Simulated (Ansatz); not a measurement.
This SnO2 structure is the end of a relaxation. The cell was found from a structure generator's guess, not taken from experiment.

Level of theory: Ansatz, DFT PBE, scalar-relativistic, plane waves, PAW. Cutoff 420 eV, Γ-centred mesh, Gaussian smearing, no spin polarisation.

```xyz
3
Lattice="3.4700 0.0000 0.0000 0.0000 3.4700 0.0000 0.0000 0.0000 5.1452" Properties=species:S:1:pos:R:3 pbc="T T T"
Sn    0.0000    0.0000    0.0000
O     1.7350    1.7350    0.7601
O     1.7350    1.7350    4.3851
```

Energies over the elements count from the elements' standard structures at the same level (O₂ as a molecule), with no fitted energy shifts. The references include grey tin.

Question: Find its symmetry and describe it.

Answer: P4/mmm (No. 123). Conventional cell: a = 3.470 Å, c = 5.145 Å. Around Sn lie 8 O at 2.57 Å; O has 1 O at 1.52 Å and 4 Sn at 2.57 Å.

Question: What is its formation energy per atom?

Answer: −0.297 eV/atom. It lies below the elements, which doesn't yet make it stable against other compounds or structures.

Question: Is it a metal?

Answer: No, the gap on the 10×10×8 mesh is 0.65 eV.

The last run used a 10×10×8 mesh (in the run's order of axes) for its 3-atom cell and Gaussian smearing of 0.02 eV. Weakly bound directions are ill-defined at this level, which has no dispersion term. Kohn–Sham gaps at this level usually fall short of measured ones. A structure relaxed within its symmetry needn't be a true minimum.
